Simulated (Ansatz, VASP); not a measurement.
## SnO: VASP beside Ansatz

INCAR

```
SYSTEM = SnO
PREC = Accurate ; ENCUT = 520
EDIFF = 1E-6 ; ISMEAR = -1
SIGMA = 0.02 ; LREAL = .False.
LASPH = .True. ; NELM = 100
ALGO = Normal ; ISIF = 2
LWAVE = .False. ; LCHARG = .False.
GGA = PE ; NBANDS = 17
```

The input KPOINTS:

```
Automatic mesh
0
Gamma
  8 8 8
  0 0 0
```

The input POSCAR:

```
SnO
1.0
    0.0000000000      2.7583166899      2.7583166899
    2.7583166899      0.0000000000      2.7583166899
    2.7583166899      2.7583166899      0.0000000000
Sn O
1 1
Direct
    0.0000000000      0.0000000000      0.0000000000
    0.2500000000      0.2500000000      0.2500000000
```

Input for Ansatz:

```yaml
crystal:
  lattice:
    - [0.0, 2.7583166899, 2.7583166899]
    - [2.7583166899, 0.0, 2.7583166899]
    - [2.7583166899, 2.7583166899, 0.0]
  atoms:
    - { symbol: Sn, position: [0.0, 0.0, 0.0] }
    - { symbol: O, position: [0.25, 0.25, 0.25] }
kpoints:
  mp_grid: { grid: [8, 8, 8] }
  band_path:
    path:
      - [0.0, 0.0, 0.0]
      - [-0.5, -0.5, 0.0]
      - [-0.375, -0.375, 0.25]
      - [-0.375, 0.0, 0.375]
      - [0.0, 0.0, 0.5]
      - [-0.5, -0.25, 0.25]
      - [-0.5, -0.4, 0.1]
    npoints: 1
hamiltonian:
  xc: pbe
scf:
  occupations: { method: fermi_dirac, width: 0.02 }
  n_extra_bands: 4
output:
  forces: true
  stress: true
  eigenvalues: true
```

Change from the starting cell: hydrostatic strain +1.9%.

Alike in both runs: task single point; functional PBE; k mesh 8 × 8 × 8; occupations fermi-dirac, width 0.02 eV; no spin polarisation.

|  | VASP | Ansatz |
| --- | --- | --- |
| version | VASP 6.6.1 | Ansatz 0.2.0 |
| potentials or method | VASP PAW PBE potentials, release 64 (Sn_d, O) | plane waves, PAW |
| plane-wave cutoff (eV) | 520 | 420 |
| valence electrons in the cell | 20 | 20 |

```csv
,VASP,Ansatz,Ansatz less VASP
pressure (GPa),-1.0,-1.1,-0.02
```

With one functional, cell and mesh, what is left measures potentials, basis and numerics.
